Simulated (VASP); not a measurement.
# GaP (F-43m) under a change of volume

Strain engineering needs slopes: what does a change of volume do to the lattice and the band edges of GaP?

Program: VASP 6.6.1. Level of theory: LDA; plane waves and PAW (Ga_d, P), in the first sound run; inputs show where later runs differ. Results are calculated unless marked as measured.

### 1. The starting structure

Symmetry: F-43m, No. 216, cubic system. The conventional cell has a = 5.451 Å, b = 5.451 Å, c = 5.451 Å, α = 90.00°, β = 90.00°, γ = 90.00°. Ga has 4 P at 2.36 Å nearest. Nearest to P lie 4 Ga at 2.36 Å. Farther neighbours are not listed.

Structure file:

```xyz
2
Lattice="0.0000 2.7255 2.7255 2.7255 0.0000 2.7255 2.7255 2.7255 0.0000" Properties=species:S:1:pos:R:3 pbc="T T T"
Ga    0.0000    0.0000    0.0000
P     1.3627    1.3627    1.3627
```

### 2. Relax the crystal, LDA

The series starts from the cell that this level prefers, so that zero strain is near zero stress.

This step took 2 runs in a row; the last is shown.

Level: LDA; plane waves and PAW (Ga_d, P).

INCAR reads:

```
SYSTEM = GaP
PREC = Accurate
ENCUT = 450
EDIFF = 1E-07
NELM = 120
ISMEAR = 0
SIGMA = 0.02
LREAL = .FALSE.
ALGO = Normal
GGA = CA
NBANDS = 15
LASPH = .TRUE.
LORBIT = 11
LWAVE = .FALSE.
LCHARG = .FALSE.
KPAR = 12
IBRION = 2
NSW = 40
ISIF = 3
EDIFFG = -0.005
POTIM = 0.4
```

POSCAR reads:

```
GaP
1.0
    0.0000000000      2.6961434041      2.6961434041
    2.6961434041      0.0000000000      2.6961434041
    2.6961434041      2.6961434041      0.0000000000
Ga P
1 1
Direct
    0.0000000000      0.0000000000      0.0000000000
    0.2500000000      0.2500000000      0.2500000000
```

KPOINTS reads:

```
Automatic mesh
0
Gamma
10 10 10
0 0 0
```

PAW data sets: Ga_d and P (LDA family, release 64).

The run is started by

```console
$ mpirun -np 12 vasp_std
```

What it wrote:

```text
[banner, memory and clock lines left out]
running   12 mpi-ranks, on    1 nodes
[...]
|                                                                             |
|           W    W    AA    RRRRR   N    N  II  N    N   GGGG   !!!           |
|           W    W   A  A   R    R  NN   N  II  NN   N  G    G  !!!           |
|           W    W  A    A  R    R  N N  N  II  N N  N  G       !!!           |
|           W WW W  AAAAAA  RRRRR   N  N N  II  N  N N  G  GGG   !            |
|           WW  WW  A    A  R   R   N   NN  II  N   NN  G    G                |
|           W    W  A    A  R    R  N    N  II  N    N   GGGG   !!!           |
|                                                                             |
|     For optimal performance we recommend to set                             |
|       NCORE = 2 up to number-of-cores-per-socket                            |
|     NCORE specifies how many cores store one orbital (NPAR=cpu/NCORE).      |
|     This setting can greatly improve the performance of VASP for DFT.       |
[...]
|     Unfortunately you need to use the default for GW and RPA                |
|     calculations (for HF NCORE is supported but not extensively tested      |
|     yet).                                                                   |
|                                                                             |

 LDA part: xc-table for (Slater(with rela. corr.)+CA(PZ))
 , standard interpolation
 POSCAR, INCAR and KPOINTS ok, starting setup
[...]
entering main loop
       N       E                     dE             d eps       ncg     rms          rms(c)
DAV:   1     0.786215806330E+02    0.78622E+02   -0.84974E+03  1418   0.160E+03
DAV:   2    -0.460074842255E+01   -0.83222E+02   -0.79840E+02  1592   0.311E+02
DAV:   3    -0.106835581122E+02   -0.60828E+01   -0.60583E+01  1809   0.682E+01
DAV:   4    -0.107835864631E+02   -0.10003E+00   -0.10000E+00  1678   0.948E+00
[...]
DAV:  11    -0.104526466005E+02   -0.60948E-05   -0.89448E-06  1772   0.444E-02    0.752E-03
DAV:  12    -0.104526463943E+02    0.20616E-06   -0.51934E-07  1747   0.794E-03    0.506E-03
DAV:  13    -0.104526463696E+02    0.24761E-07   -0.21151E-07  1633   0.470E-03
   1 F= -.10452646E+02 E0= -.10452646E+02  d E =-.104526E+02
[...]
reached required accuracy - stopping structural energy minimisation
```

Run time: 9.6 s. Hardware: 12 MPI ranks of AMD EPYC 7R43, shared host; peak memory 1.5 GiB.

Lines that name or quote the potential files are left out of all logs, and their timing lines are given in words.

From OUTCAR (step 2):

```text
  Total       -0.0013630     -0.0013630     -0.0013630     -0.0000000      0.0000000     -0.0000000
  in kB       -0.0557100     -0.0557100     -0.0557100     -0.0000000      0.0000000     -0.0000000
  external PRESSURE =      -0.0557100 kB  Pullay stress =       0.0000000 kB

 POSITION                                       TOTAL-FORCE (eV/Angst)
 -----------------------------------------------------------------------------------
      0.00000      0.00000      0.00000        -0.000000     -0.000000     -0.000000
      1.34807      1.34807      1.34807         0.000000      0.000000      0.000000
 -----------------------------------------------------------------------------------
    total drift:                                0.000000      0.000000      0.000000

  FREE ENERGIE OF THE ION-ELECTRON SYSTEM (eV)
  ---------------------------------------------------
  free  energy   TOTEN  =       -10.4526463696 eV

  energy  without entropy=      -10.4526463696  energy(sigma->0) =      -10.45264637

 reached required accuracy - stopping structural energy minimisation

[... 3 further parts left out ...]
[key lines of the parts left out:]
E-fermi :   4.9467
```

Read from the output:

| Item | Value |
| --- | --- |
| energy(sigma→0) of the program | -10.4526 eV |
| stress, compression positive | xx, yy, zz -0.01, -0.01, -0.01 GPa |
| volume | 39.198 Å³ |
| ionic steps | 1 |

### 3. Relax at fixed volume, LDA

One member in full: the volume is scaled by 1.045, and the cell is held.

Level: LDA; plane waves and PAW (Ga_d, P).

Edit INCAR of step 2 so:

```diff
@@ -15,7 +15,8 @@
 LCHARG = .FALSE.
-KPAR = 12
+KPAR = 3
 IBRION = 2
 NSW = 40
-ISIF = 3
-EDIFFG = -0.005
+ISIF = 2
+EDIFFG = -0.004
 POTIM = 0.4
+MAXMIX = 40
```

POSCAR reads:

```
GaP
1.0
    0.0000000000      2.7359936482      2.7359936482
    2.7359936482      0.0000000000      2.7359936482
    2.7359936482      2.7359936482      0.0000000000
Ga P
1 1
Direct
    0.0000000000      0.0000000000      0.0000000000
    0.2500000000      0.2500000000      0.2500000000
```

KPOINTS is that of step 2.

The run is started by

```console
$ mpirun -np 3 vasp_std
```

What it wrote:

```text
[banner, memory and clock lines left out]
running    3 mpi-ranks, on    1 nodes
[...]
LDA part: xc-table for (Slater(with rela. corr.)+CA(PZ))
 , standard interpolation
 POSCAR, INCAR and KPOINTS ok, starting setup
[...]
entering main loop
       N       E                     dE             d eps       ncg     rms          rms(c)
DAV:   1     0.770683016448E+02    0.77068E+02   -0.86263E+03  1426   0.161E+03
DAV:   2    -0.475775940625E+01   -0.81826E+02   -0.78137E+02  1627   0.301E+02
DAV:   3    -0.106473765779E+02   -0.58896E+01   -0.58664E+01  1788   0.665E+01
DAV:   4    -0.107442497357E+02   -0.96873E-01   -0.96852E-01  1718   0.933E+00
[...]
DAV:  11    -0.104329204931E+02   -0.63379E-05   -0.80580E-06  1741   0.439E-02    0.645E-03
DAV:  12    -0.104329203181E+02    0.17500E-06   -0.48988E-07  1761   0.719E-03    0.450E-03
DAV:  13    -0.104329202975E+02    0.20688E-07   -0.18736E-07  1559   0.427E-03
   1 F= -.10432920E+02 E0= -.10432920E+02  d E =-.104329E+02
[...]
reached required accuracy - stopping structural energy minimisation
```

Run time: 22 s. Hardware: 3 MPI ranks; peak memory 0.32 GiB.

OUTCAR, selected parts (step 3):

```text
  Total       -0.9220429     -0.9220429     -0.9220429      0.0000000     -0.0000000      0.0000000
  in kB      -36.0650435    -36.0650435    -36.0650435      0.0000000     -0.0000000      0.0000000
  external PRESSURE =     -36.0650435 kB  Pullay stress =       0.0000000 kB

 POSITION                                       TOTAL-FORCE (eV/Angst)
 -----------------------------------------------------------------------------------
      0.00000      0.00000      0.00000        -0.000000     -0.000000     -0.000000
      1.36800      1.36800      1.36800         0.000000      0.000000      0.000000
 -----------------------------------------------------------------------------------
    total drift:                                0.000001      0.000001      0.000000

  FREE ENERGIE OF THE ION-ELECTRON SYSTEM (eV)
  ---------------------------------------------------
  free  energy   TOTEN  =       -10.4329202975 eV

  energy  without entropy=      -10.4329202975  energy(sigma->0) =      -10.43292030

[... 2 parts as in an earlier step ...]

[... 2 further parts left out ...]
[key lines of the parts left out:]
E-fermi :   4.4951
```

Read from the output:

| Item | Value |
| --- | --- |
| energy(sigma→0) of the program | -10.4329 eV |
| stress, compression positive | xx, yy, zz -3.61, -3.61, -3.61 GPa |
| ionic steps | 1 |

### 4. Band edges, TB-mBJ with spin-orbit coupling

Short lines in KPOINTS_OPT sample the zone centre, for masses, and the other valleys.

Level: TB-mBJ, spin-orbit coupling; plane waves and PAW (Ga_d, P).

TB-mBJ has no energy functional, so the total energy, stress and pressure in this output mean nothing.

INCAR reads:

```
SYSTEM = GaP
PREC = Accurate
ENCUT = 450
EDIFF = 1E-06
NELM = 150
ISMEAR = 0
SIGMA = 0.02
LREAL = .FALSE.
ALGO = Normal
METAGGA = MBJ
LASPH = .TRUE.
LNONCOLLINEAR = .TRUE.
MAGMOM = 0 0 0 0 0 0
NBANDS = 28
GGA_COMPAT = .FALSE.
LSORBIT = .TRUE.
LWAVE = .FALSE.
LCHARG = .FALSE.
KPAR = 3
```

POSCAR is that of step 3.

KPOINTS reads:

```
Automatic mesh
0
Gamma
8 8 8
0 0 0
```

KPOINTS_OPT reads:

```
Line mode
6
Line-mode
Reciprocal
  0.00000000   0.00000000   0.00000000
  0.02177235   0.02177235  -0.00000000

  0.00000000   0.00000000   0.00000000
 -0.00000000  -0.02177235  -0.02177235

  0.31000000   0.31000000   0.00000000
  0.50000000   0.50000000   0.00000000

  0.00000000   0.31000000   0.31000000
  0.00000000   0.50000000   0.50000000

  0.45000000   0.45000000   0.45000000
  0.50000000   0.50000000   0.50000000

  0.45000000   0.00000000   0.00000000
  0.50000000   0.00000000   0.00000000

  0.42500000   0.42500000   0.00000000
  0.42500000   0.44677235   0.02177235

  0.50000000   0.50000000   0.50000000
  0.48460463   0.51539537   0.50000000
```

The run is started by

```console
$ mpirun -np 3 vasp_ncl
```

What it wrote:

```text
[banner, memory and clock lines left out]
running    3 mpi-ranks, on    1 nodes
[...]
|                                                                             |
|               ----> ADVICE to this user running VASP <----                  |
|                                                                             |
|     You enforced a specific xc type in the INCAR file but a different       |
|     [... a line on the potential file left out ...]
|     I HOPE YOU KNOW WHAT YOU ARE DOING!                                     |
|                                                                             |

 LDA part: xc-table for (None), standard interpolation
 POSCAR, INCAR and KPOINTS ok, starting setup
[...]
entering main loop
       N       E                     dE             d eps       ncg     rms          rms(c)
DAV:   1     0.931927536371E+02    0.93193E+02   -0.78828E+03  2548   0.170E+03
DAV:   2    -0.164123019130E+02   -0.10961E+03   -0.10424E+03  2592   0.393E+02
DAV:   3    -0.294891618117E+02   -0.13077E+02   -0.12878E+02  2900   0.108E+02
DAV:   4    -0.298827637855E+02   -0.39360E+00   -0.39247E+00  2876   0.196E+01
[...]
DAV:  33    -0.281911702686E+02   -0.80440E-05   -0.11742E-10  1292   0.169E-04    0.585E-05
DAV:  34    -0.281911811996E+02   -0.10931E-04   -0.10450E-10  1320   0.177E-04    0.147E-05
DAV:  35    -0.281911817989E+02   -0.59929E-06   -0.65869E-11  1308   0.775E-05
   1 F= -.28191182E+02 E0= -.28191182E+02  d E =-.767905E-11  mag=    -0.0000    -0.0000    -0.0000
 Start KPOINTS_OPT (optional k-point list driver)
k-point batch [1-43\48]
       N       E                     dE             ncg
DAV:   1     0.120560400242E+04   -0.14548E+05     2564
DAV:   2    -0.369403646729E+04   -0.48996E+04     2532
DAV:   3    -0.431425419106E+04   -0.62022E+03     2992
DAV:   4    -0.433313499418E+04   -0.18881E+02     2776
DAV:   5    -0.433357785038E+04   -0.44286E+00     3148
DAV:   6    -0.433359388893E+04   -0.16039E-01     3424
DAV:   7    -0.433359417974E+04   -0.29081E-03     3176
DAV:   8    -0.433359418578E+04   -0.60420E-05     2288
DAV:   9    -0.433359418607E+04   -0.28946E-06     1988
k-point batch [44-48\48]
       N       E                     dE             ncg
DAV:   1     0.160247799032E+05   -0.24551E+04      300
DAV:   2     0.154516325524E+05   -0.57315E+03      288
DAV:   3     0.153763370379E+05   -0.75296E+02      328
DAV:   4     0.153741132066E+05   -0.22238E+01      320
DAV:   5     0.153740614392E+05   -0.51767E-01      320
DAV:   6     0.153740580995E+05   -0.33396E-02      416
DAV:   7     0.153740580288E+05   -0.70705E-04      352
DAV:   8     0.153740580285E+05   -0.35179E-06      272
```

It took 7.1 min on 3 MPI ranks; peak memory 0.92 GiB.

From OUTCAR (step 4):

```text
  LATTYP: Found a face centered cubic cell.
 ALAT       =     5.4719872964

 Subroutine GETGRP returns: Found 24 space group operations
 (whereof 24 operations were pure point group operations)

The static configuration has the point symmetry T_d .

 Found     43 irreducible k-points:

   k-points           NKPTS =     43   k-points in BZ     NKDIM =     43   number of bands    NBANDS=     28

   dimension x,y,z NGX =    28 NGY =   28 NGZ =   28
   dimension x,y,z NGXF=    56 NGYF=   56 NGZF=   56

   ENCUT  =  450.0 eV  33.07 Ry    5.75 a.u.   6.69  6.69  6.69*2*pi/ulx,y,z

   NELECT =      18.0000    total number of electrons

 E-fermi :   4.5755

 k-point     1 :       0.0000    0.0000    0.0000
  band No.  band energies     occupation
    ...
     14       4.4192      1.00000
     15       4.4966      1.00000
     16       4.4966      1.00000
     17       4.4966      1.00000
     18       4.4966      1.00000
     19       7.3205      0.00000
     20       7.3205      0.00000
     21       8.9724      0.00000
     22       8.9724      0.00000
     23       9.1375      0.00000
    ...

 k-point     2 :       0.1250    0.0000    0.0000
  band No.  band energies     occupation
    ...
     14       3.0805      1.00000
     15       4.2444      1.00000
     16       4.2444      1.00000
     17       4.2966      1.00000
     18       4.3000      1.00000
     19       7.8206      0.00000
     20       7.8206      0.00000
     21       9.3476      0.00000
     22       9.3476      0.00000
     23       9.4656      0.00000
    ...

  Total      -93.7549523    -93.7549523    -93.7549523      0.0000000      0.0000000      0.0000000
  in kB    -3667.1573867  -3667.1573867  -3667.1573867      0.0000000      0.0000000      0.0000000
  external PRESSURE =   -3667.1573867 kB  Pullay stress =       0.0000000 kB

 POSITION                                       TOTAL-FORCE (eV/Angst)
 -----------------------------------------------------------------------------------
      0.00000      0.00000      0.00000         0.000000      0.000000      0.000000
      1.36800      1.36800      1.36800        -0.000000     -0.000000     -0.000000
 -----------------------------------------------------------------------------------
    total drift:                                0.000002      0.000002      0.000001

  FREE ENERGIE OF THE ION-ELECTRON SYSTEM (eV)
  ---------------------------------------------------
  free  energy   TOTEN  =       -28.1911817989 eV

  energy  without entropy=      -28.1911817989  energy(sigma->0) =      -28.19118180

 Spin-Orbit-Coupling matrix elements
 Ion:    1  E_soc:     -0.0109398
 Ion:    2  E_soc:     -0.0009270

[... 1 part as in an earlier step ...]

[... 7 further parts left out ...]
```

### 5. Band edges, r2SCAN with spin-orbit coupling

Short lines in KPOINTS_OPT sample the zone centre, for masses, and the other valleys.

Level: r2SCAN, spin-orbit coupling; plane waves and PAW (Ga_d, P).

Edit INCAR of step 4 so:

```diff
@@ -4,3 +4,3 @@
 EDIFF = 1E-06
-NELM = 150
+NELM = 100
 ISMEAR = 0
@@ -9,3 +9,3 @@
 ALGO = Normal
-METAGGA = MBJ
+METAGGA = R2SCAN
 LASPH = .TRUE.
```

POSCAR is that of step 4.

KPOINTS is that of step 4.

KPOINTS_OPT is that of step 4.

The run is started by

```console
$ mpirun -np 3 vasp_ncl
```

What it wrote:

```text
[banner, memory and clock lines left out]
running    3 mpi-ranks, on    1 nodes
[...]
[... a notice as in an earlier step ...]

 LDA part: xc-table for (None), standard interpolation
 POSCAR, INCAR and KPOINTS ok, starting setup
[...]
entering main loop
       N       E                     dE             d eps       ncg     rms          rms(c)
DAV:   1    -0.525461320982E+02   -0.52546E+02   -0.81996E+03  2568   0.178E+03
DAV:   2    -0.167568661892E+03   -0.11502E+03   -0.10954E+03  2572   0.417E+02
DAV:   3    -0.181892725680E+03   -0.14324E+02   -0.14117E+02  2940   0.115E+02
DAV:   4    -0.182350284269E+03   -0.45756E+00   -0.45614E+00  2880   0.216E+01
[...]
DAV:  12    -0.180095561439E+03    0.22908E-05   -0.18694E-05  2580   0.475E-02    0.420E-03
DAV:  13    -0.180095562781E+03   -0.13423E-05   -0.12140E-06  2328   0.197E-02    0.165E-03
DAV:  14    -0.180095563482E+03   -0.70028E-06   -0.17071E-07  1488   0.447E-03
   1 F= -.18009556E+03 E0= -.18009556E+03  d E =-.483493E-36  mag=    -0.0000     0.0000    -0.0000
 Start KPOINTS_OPT (optional k-point list driver)
k-point batch [1-43\48]
       N       E                     dE             ncg
DAV:   1     0.104615917251E+04   -0.14707E+05     2556
DAV:   2    -0.398152674469E+04   -0.50277E+04     2548
DAV:   3    -0.462959488640E+04   -0.64807E+03     3008
DAV:   4    -0.465038824212E+04   -0.20793E+02     2844
DAV:   5    -0.465092720738E+04   -0.53897E+00     3200
DAV:   6    -0.465094877094E+04   -0.21564E-01     3480
DAV:   7    -0.465094899943E+04   -0.22849E-03     3172
DAV:   8    -0.465094900340E+04   -0.39700E-05     2632
DAV:   9    -0.465094900374E+04   -0.34174E-06     1980
k-point batch [44-48\48]
       N       E                     dE             ncg
DAV:   1     0.159944773550E+05   -0.24854E+04      296
DAV:   2     0.154164085353E+05   -0.57807E+03      288
DAV:   3     0.153385198987E+05   -0.77889E+02      328
DAV:   4     0.153361143257E+05   -0.24056E+01      320
DAV:   5     0.153360495314E+05   -0.64794E-01      360
DAV:   6     0.153360464917E+05   -0.30397E-02      384
DAV:   7     0.153360464181E+05   -0.73631E-04      392
DAV:   8     0.153360464176E+05   -0.48608E-06      328
```

Elapsed: 9.1 min, on 3 MPI ranks; peak memory 0.9 GiB.

(Part 1 of 2 ends here.)

[Lines on the potential files, build, host, timing and source positions are cut from VASP's logs without a mark.]

[Logs are printed without paths, hosts, clocks, repeated set-up lines and the standing remarks that a program may print on its own settings, such as how far it seeks lower states.]

[Hosts, paths, dates, database ids (printed as entryN), source tags and the programs' standing remarks are cut or masked in the printed files.]

[In band tables of VASP the shares of atoms and orbitals are scaled to a sum of 1 inside the atoms' spheres.]
